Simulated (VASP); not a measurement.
Input and output of a VASP r²SCAN single-point calculation on LiF (strained CsCl)

INCAR

```
NSW = 0
LASPH = .TRUE.
ISMEAR = 0
IBRION = -1
NELM = 120
SIGMA = 0.01
NBANDS = 12
EDIFF = 1E-7
ENCUT = 520
ALGO = Normal
LREAL = .FALSE.
LCHARG = .FALSE.
ISIF = 2
PREC = Accurate
METAGGA = R2SCAN
LWAVE = .FALSE.
```

KPOINTS

```
KPOINTS created by Atomic Simulation Environment
0
Gamma
10 10 10
0 0 0
```

KPOINTS_OPT

```
special points
4
Reciprocal
0.0000000000 0.0000000000 0.0000000000 1
0.0000000000 0.5000000000 0.0000000000 1
0.5000000000 0.5000000000 0.0000000000 1
0.5000000000 0.5000000000 0.5000000000 1
```

POSCAR

```
Li F
 1.0000000000000000
     2.5191484863000002   -0.1390269344000000   -0.1390269344000000
    -0.1390269344000000    2.5191484863000002   -0.1390269344000000
    -0.1390269344000000   -0.1390269344000000    2.5191484863000002
 Li  F
   1   1
Cartesian
  0.0000000000000000  0.0000000000000000  0.0000000000000000
  1.1205473087500002  1.1205473087500002  1.1205473087500002
```

VASP ran with the recommended PBE PAW datasets (10 valence electrons in the cell).

Command

```
mpirun -np 1 vasp_std
```

OSZICAR

```
N       E                     dE             d eps       ncg     rms          rms(c)
DAV:   1     0.274179206593E+02    0.27418E+02   -0.55189E+03  2904   0.867E+02
DAV:   2    -0.134519489034E+02   -0.40870E+02   -0.40135E+02  3448   0.192E+02
DAV:   3    -0.144480201728E+02   -0.99607E+00   -0.99451E+00  3564   0.262E+01
DAV:   4    -0.144560771594E+02   -0.80570E-02   -0.80566E-02  3136   0.264E+00
DAV:   5    -0.144561747161E+02   -0.97557E-04   -0.97556E-04  3628   0.226E-01    0.390E+00
DAV:   6    -0.113370311627E+02    0.31191E+01   -0.66919E-01  2884   0.604E+00    0.155E+00
DAV:   7    -0.113163706482E+02    0.20661E-01   -0.53827E-01  3320   0.499E+00    0.123E+00
DAV:   8    -0.114740788099E+02   -0.15771E+00   -0.12549E+00  2868   0.756E+00    0.284E+00
DAV:   9    -0.113100054214E+02    0.16407E+00   -0.83434E-01  2860   0.580E+00    0.108E-01
DAV:  10    -0.113091166360E+02    0.88879E-03   -0.83888E-03  3116   0.932E-01    0.118E-01
DAV:  11    -0.113091738260E+02   -0.57190E-04   -0.76306E-05  3424   0.917E-02    0.976E-02
DAV:  12    -0.113090257494E+02    0.14808E-03   -0.11158E-03  3032   0.216E-01    0.703E-03
DAV:  13    -0.113090259753E+02   -0.22586E-06   -0.11384E-05  3216   0.329E-02    0.434E-03
DAV:  14    -0.113090279813E+02   -0.20061E-05   -0.64887E-07  3628   0.651E-03    0.106E-03
DAV:  15    -0.113090275099E+02    0.47147E-06   -0.13414E-07  1748   0.278E-03    0.141E-04
DAV:  16    -0.113090274369E+02    0.72994E-07   -0.37071E-09  1560   0.536E-04
   1 F= -.11309027E+02 E0= -.11309027E+02  d E =-.505169E-12
       N       E                     dE             ncg
DAV:   1     0.121251447215E+04   -0.18265E+04       96
DAV:   2     0.102995120900E+04   -0.18256E+03      112
DAV:   3     0.102602430508E+04   -0.39269E+01      136
DAV:   4     0.102600087109E+04   -0.23434E-01       96
DAV:   5     0.102600048709E+04   -0.38399E-03      140
DAV:   6     0.102600048678E+04   -0.31341E-06      112
DAV:   7     0.102600048678E+04   -0.10996E-08      132
```

From OUTCAR

```
k-points           NKPTS =    116   k-points in BZ     NKDIM =    116   number of bands    NBANDS=     12

   NELECT =      10.0000    total number of electrons

   dimension x,y,z NGX =    20 NGY =   20 NGZ =   20
   dimension x,y,z NGXF=    40 NGYF=   40 NGZF=   40

  energy-cutoff  :      520.00
  volume of cell :       15.84
      direct lattice vectors                 reciprocal lattice vectors
     2.519148486 -0.139026934 -0.139026934     0.399535438  0.023337542  0.023337542
    -0.139026934  2.519148486 -0.139026934     0.023337542  0.399535438  0.023337542
    -0.139026934 -0.139026934  2.519148486     0.023337542  0.023337542  0.399535438

 k-points in reciprocal lattice and weights: KPOINTS created by Atomic Simulation Env
   0.00000000  0.00000000  0.00000000       0.001
   0.10000000  0.00000000  0.00000000       0.006
   0.20000000  0.00000000  0.00000000       0.006
   0.30000000  0.00000000  0.00000000       0.006
   0.40000000  0.00000000  0.00000000       0.006
   0.50000000  0.00000000  0.00000000       0.003
   0.10000000  0.10000000  0.00000000       0.006
   0.20000000  0.10000000  0.00000000       0.012
   ...

 E-fermi :  -0.2363

 k-point     1 :       0.0000    0.0000    0.0000
  band No.  band energies     occupation
      1     -43.9870      2.00000
      2     -22.3083      2.00000
      3      -1.4408      2.00000
      4      -0.6526      2.00000
      5      -0.6526      2.00000
      6       9.0655      0.00000
      7      20.4770      0.00000
      8      20.4770      0.00000
      9      22.8019      0.00000
     10      22.8019      0.00000
     11      25.1582      0.00000
     12      37.4017      0.00000

 k-point     2 :       0.1000    0.0000    0.0000
  band No.  band energies     occupation
      1     -43.9816      2.00000
      2     -22.2667      2.00000
      3      -1.5547      2.00000
      4      -0.8514      2.00000
      5      -0.6244      2.00000
      6       9.3027      0.00000
      7      19.0414      0.00000
      8      20.6433      0.00000
      9      22.9059      0.00000
     10      24.0310      0.00000
     11      25.8213      0.00000
     12      35.4444      0.00000

 k-point     3 :       0.2000    0.0000    0.0000
  band No.  band energies     occupation
      1     -43.9677      2.00000
      2     -22.1561      2.00000
      3      -2.1872      2.00000
      4      -0.9540      2.00000
      5      -0.5494      2.00000
      6       9.8026      0.00000
      7      17.4361      0.00000
      8      21.0563      0.00000
      9      23.2659      0.00000
     10      23.8875      0.00000
     11      28.9623      0.00000
     12      33.0346      0.00000

 k-point     4 :       0.3000    0.0000    0.0000
  band No.  band energies     occupation
      1     -43.9506      2.00000
      2     -22.0142      2.00000
      3      -3.0720      2.00000
      4      -0.8575      2.00000
      5      -0.4549      2.00000
      6      10.2046      0.00000
      7      16.4586      0.00000
      8      21.4605      0.00000
      9      23.2491      0.00000
     10      24.0579      0.00000
     11      31.0662      0.00000
     12      32.9331      0.00000

 k-point     5 :       0.4000    0.0000    0.0000
  band No.  band energies     occupation
      1     -43.9366      2.00000
      2     -21.8951      2.00000
      3      -3.7490      2.00000
      4      -0.7494      2.00000
      5      -0.3768      2.00000
      6      10.3675      0.00000
      7      16.0547      0.00000
      8      21.6540      0.00000
      9      22.6728      0.00000
     10      25.3744      0.00000
     11      29.3138      0.00000
     12      35.0014      0.00000

 k-point     6 :       0.5000    0.0000    0.0000
  band No.  band energies     occupation
      1     -43.9313      2.00000
      2     -21.8482      2.00000
      3      -3.9975      2.00000
      4      -0.7052      2.00000
      5      -0.3466      2.00000
      6      10.3941      0.00000
      7      15.9713      0.00000
      8      21.6961      0.00000
      9      22.4433      0.00000
     10      26.5841      0.00000
     11      27.9988      0.00000
     12      34.3296      0.00000

 k-point     7 :       0.1000    0.1000    0.0000
  band No.  band energies     occupation
      1     -43.9757      2.00000
      2     -22.2276      2.00000
      3      -1.6183      2.00000
      4      -0.9975      2.00000
      5      -0.7142      2.00000
      6       9.6082      0.00000
      7      18.1711      0.00000
      8      19.7549      0.00000
      9      23.6542      0.00000
     10      25.4139      0.00000
     11      26.4403      0.00000
     12      35.5710      0.00000

 k-point     8 :       0.2000    0.1000    0.0000
  band No.  band energies     occupation
      1     -43.9617      2.00000
      2     -22.1165      2.00000
      3      -2.1747      2.00000
      4      -1.1678      2.00000
      5      -0.6603      2.00000
      6      10.1926      0.00000
      7      16.9180      0.00000
      8      19.6293      0.00000
      9      23.4708      0.00000
     10      26.0226      0.00000
     11      29.8094      0.00000
     12      34.0445      0.00000

 k-point     9 :       0.3000    0.1000    0.0000
  band No.  band energies     occupation
      1     -43.9449      2.00000
      2     -21.9715      2.00000
      3      -3.0518      2.00000
      4      -1.0926      2.00000
      5      -0.5596      2.00000
      6      10.6610      0.00000
      7      16.1067      0.00000
      8      19.8396      0.00000
      9      22.9579      0.00000
     10      26.9746      0.00000
     11      31.8363      0.00000
     12      33.6197      0.00000

 k-point    10 :       0.4000    0.1000    0.0000
  band No.  band energies     occupation
      1     -43.9318      2.00000
      2     -21.8474      2.00000
      3      -3.7242      2.00000
      4      -1.0002      2.00000
      5      -0.4703      2.00000
      6      10.8282      0.00000
      7      15.8410      0.00000
      8      20.2028      0.00000
      9      22.5304      0.00000
     10      27.9940      0.00000
     11      29.4338      0.00000
     12      33.3078      0.00000

 k-point    11 :       0.5000    0.1000    0.0000
  band No.  band energies     occupation
      1     -43.9273      2.00000
      2     -21.7962      2.00000
      3      -3.9661      2.00000
      4      -0.9650      2.00000
      5      -0.4293      2.00000
      6      10.8073      0.00000
      7      15.8811      0.00000
      8      20.6961      0.00000
      9      22.3958      0.00000
     10      26.8947      0.00000
     11      28.8562      0.00000
     12      33.9685      0.00000

 k-point    12 :      -0.4000    0.1000   -0.0000
  band No.  band energies     occupation
      1     -43.9333      2.00000
      2     -21.8410      2.00000
      3      -3.7096      2.00000
      4      -1.0106      2.00000
      5      -0.4510      2.00000
      6      10.7041      0.00000
      7      16.1015      0.00000
      8      21.1753      0.00000
      9      22.5173      0.00000
     10      25.1420      0.00000
     11      29.2372      0.00000
     12      35.2373      0.00000

 k-point    13 :      -0.3000    0.1000   -0.0000
  band No.  band energies     occupation
      1     -43.9474      2.00000
      2     -21.9610      2.00000
      3      -3.0255      2.00000
      4      -1.1149      2.00000
      5      -0.5247      2.00000
      6      10.4578      0.00000
      7      16.6832      0.00000
      8      21.0733      0.00000
      9      22.7846      0.00000
     10      24.4345      0.00000
     11      29.8770      0.00000
     12      32.5777      0.00000

 k-point    14 :      -0.2000    0.1000    0.0000
  band No.  band energies     occupation
      1     -43.9642      2.00000
      2     -22.1063      2.00000
      3      -2.1417      2.00000
      4      -1.2024      2.00000
      5      -0.6182      2.00000
      6      10.0018      0.00000
      7      17.8406      0.00000
      8      20.3410      0.00000
      9      23.1476      0.00000
     10      24.3756      0.00000
     11      28.8677      0.00000
     12      31.2981      0.00000

 k-point    15 :      -0.1000    0.1000    0.0000
  band No.  band energies     occupation
      1     -43.9772      2.00000
      2     -22.2213      2.00000
      3      -1.6015      2.00000
      4      -1.0277      2.00000
      5      -0.6742      2.00000
      6       9.5002      0.00000
      7      19.4159      0.00000
      8      19.7830      0.00000
      9      23.3899      0.00000
     10      23.7748      0.00000
     11      26.4938      0.00000
     12      33.2951      0.00000

 ...

  Total        0.0856884      0.0856884      0.0856884     -0.1091576     -0.1091576     -0.1091576
  in kB        8.6697250      8.6697250      8.6697250    -11.0442728    -11.0442728    -11.0442728
  external PRESSURE =       8.6697250 kB  Pullay stress =       0.0000000 kB

 POSITION                                       TOTAL-FORCE (eV/Angst)
 -----------------------------------------------------------------------------------
      0.00000      0.00000      0.00000         0.000000      0.000000      0.000000
      1.12055      1.12055      1.12055        -0.000000     -0.000000     -0.000000
 -----------------------------------------------------------------------------------
    total drift:                               -0.000000      0.000000     -0.000000

  FREE ENERGIE OF THE ION-ELECTRON SYSTEM (eV)
  ---------------------------------------------------
  free  energy   TOTEN  =       -11.3090274369 eV

  energy  without entropy=      -11.3090274369  energy(sigma->0) =      -11.30902744
```

* gap between bands v and c: 9.34 eV
* least direct gap: 9.72 eV
* pressure: 0.9 GPa

Band v is the last that the valence electrons fill when counted band by band, and c is the next.

The run took about 68 s on one core of a shared host (Intel Xeon Platinum 8488C) and held 0.14 GiB at most.
